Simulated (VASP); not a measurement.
Here is a VASP 6.6.1 calculation.

Contents of INCAR:

```
SYSTEM = CsI
PREC = Accurate ; ENCUT = 520
EDIFF = 1E-6 ; ISMEAR = 0
SIGMA = 0.01 ; LREAL = .FALSE.
LASPH = .TRUE. ; NELM = 100
ALGO = Normal ; ISIF = 2
LWAVE = .FALSE. ; LCHARG = .FALSE.
GGA = PS ; NBANDS = 15
```

File KPOINTS:

```
regular mesh
0
G
  6 6 6
  0 0 0
```

POSCAR

```
CsI
1.0
    4.5070982790      0.0000000000      0.0000000000
    0.0000000000      4.5070982790      0.0000000000
    0.0000000000      0.0000000000      4.5070982790
Cs I
1 1
Direct
    0.0000000000      0.0000000000      0.0000000000
    0.5000000000      0.5000000000      0.5000000000
```

Potentials or basis: VASP PAW PBE potentials, release 64 (Cs_sv, I).

Run with:

```console
$ cat potpaw_PBE.64/Cs_sv/POTCAR potpaw_PBE.64/I/POTCAR > POTCAR
$ mpirun -np 1 vasp_std > vasp.out
```

Question: Estimate the pressure.

Answer: 0.1 GPa.

Question: Predict the band gap on the k mesh.

Answer: 3.83 eV, indirect (least direct gap 3.91 eV).

Caveat: the PAW data sets were made with another functional, which shifts forces and pressure a little; spin-orbit coupling is left out, which moves the levels of the heavy elements. A k mesh can miss the band edges.
